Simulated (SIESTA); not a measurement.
# In in SIESTA: the effect of functional

The system is In, a slab with vacuum.

```
In
1.0
     3.36384    0.00000    0.00000
    -1.68192    2.91317    0.00000
     0.00000    0.00000   28.49964
In
6
Direct
  0.66667 0.33333 0.26316
  0.00000 0.00000 0.35790
  0.33333 0.66667 0.45263
  0.00000 0.00000 0.54737
  0.66667 0.33333 0.64210
  0.00000 0.00000 0.73684
```

The slab is cut from a database's or a generator's crystal, which needn't be the stable form of the element.

Alike in all runs:

| Item | Value |
| --- | --- |
| Program | SIESTA 5.4.2 |
| Task | single point |
| Basis | DZP (energy shift 0.003 Ry; two zetas on semicore shells) |
| Grid cutoff | 500 Ry |
| Energy shift | 0.003 Ry |
| k mesh | 9 × 9 × 1 |
| Occupations | fermi-dirac, width 0.05 eV |
| Spin | no spin polarisation |

Question: One run gave: largest force 0.26 eV/Å; work function 3.97 eV. Which functional did it use?
A. PW91
B. revPBE
C. PBEsol
D. RPBE
E. AM05

Answer: A.

| functional | potentials or basis | largest force (eV/Å) | work function (eV) |
| --- | --- | --- | --- |
| LDA | PseudoDojo 0.4 standard (LDA files) | 0.12 | 4.22 |
| PBEsol | PseudoDojo 0.4 standard (PBEsol files) | 0.11 | 4.03 |
| AM05 | PseudoDojo 0.4 standard (PBEsol files) | 0.12 | 3.93 |
| WC | PseudoDojo 0.4 standard (PBEsol files) | 0.11 | 4.03 |
| PW91 | PseudoDojo 0.4 standard (PBE files) | 0.26 | 3.97 |
| revPBE | PseudoDojo 0.4 standard (PBE files) | 0.33 | 3.82 |
| RPBE | PseudoDojo 0.4 standard (PBE files) | 0.36 | 3.80 |
| BLYP | PseudoDojo 0.4 standard (PBE files) | 0.49 | 3.60 |

Caveats: the potentials were made for another functional, which shifts forces and pressure (some runs).

Runs at the PBE level aren't shown here.
